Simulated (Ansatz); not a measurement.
Density of states of AlRu (Pm-3m, a = 3.004 Å, b = 3.004 Å, c = 3.004 Å, α = 90.00°, β = 90.00°, γ = 90.00°), in states per eV and primitive cell, averaged over bins of 0.4 eV. The calculation used DFT PBE, scalar-relativistic, plane waves, PAW in Ansatz 0.2.0.

Cutoff 420 eV; k points 14×14×14 on the computed 2-atom cell (Γ-centred); Gaussian smearing, width 0.10 eV; no spin polarisation.

The cell is relaxed at this level. The states (both spins) are summed by tetrahedra on a 21×21×21 mesh at the self-consistent density. Energies are bin centres; the table starts no lower than −8 eV and ends at 6 eV, or lower where the solved bands end.

It is a metal at this level.

```
E − E_F (eV) total Ru 4d Al 3p Al 3s Ru 5s
       -7.85   0.25   0.01   0.07   0.08   0.08
       -7.45   0.30   0.02   0.09   0.09   0.08
       -7.05   0.36   0.03   0.12   0.11   0.08
       -6.65   0.44   0.06   0.14   0.15   0.08
       -6.25   0.61   0.14   0.18   0.21   0.07
       -5.85   1.49   0.64   0.26   0.51   0.06
       -5.45   0.72   0.38   0.14   0.19   0.01
       -5.05   0.43   0.21   0.11   0.08   0.01
       -4.65   0.37   0.16   0.13   0.05   0.03
       -4.25   0.81   0.43   0.26   0.06   0.04
       -3.85   1.69   0.97   0.53   0.07   0.09
       -3.45   2.37   1.65   0.54   0.07   0.07
       -3.05   1.81   1.44   0.31   0.01   0.02
       -2.65   1.82   1.47   0.32   0.00   0.00
       -2.25   0.93   0.68   0.23   0.00   0.01
       -1.85   2.29   1.87   0.34   0.01   0.03
       -1.45   2.01   1.69   0.24   0.01   0.03
       -1.05   3.10   2.69   0.28   0.02   0.07
       -0.65   3.03   2.66   0.25   0.02   0.05
       -0.25   2.02   1.73   0.20   0.01   0.03
        0.15   1.36   1.15   0.15   0.01   0.02
        0.55   0.45   0.29   0.11   0.01   0.01
        0.95   0.32   0.19   0.08   0.01   0.01
        1.35   0.24   0.15   0.06   0.00   0.01
        1.75   0.39   0.27   0.08   0.00   0.01
        2.15   1.27   0.86   0.31   0.02   0.05
        2.55   1.13   0.62   0.35   0.08   0.05
        2.95   0.76   0.33   0.29   0.08   0.02
        3.35   0.62   0.20   0.26   0.09   0.02
        3.75   0.53   0.13   0.23   0.10   0.01
        4.15   0.43   0.09   0.19   0.10   0.00
        4.55   0.35   0.06   0.15   0.11   0.00
        4.95   0.33   0.04   0.11   0.12   0.01
        5.35   0.97   0.16   0.13   0.33   0.27
        5.75   1.32   0.21   0.31   0.42   0.24
```

The columns after the total are the Löwdin projections on the occupied valence shells of the potentials. The rest of the total lies in shells that are empty in the free atom, which aren't projected, and between the atoms.

Cost: 1 run of about 0.3 core-minutes, on Intel Xeon 6975P-C (Granite Rapids) (shared hosts).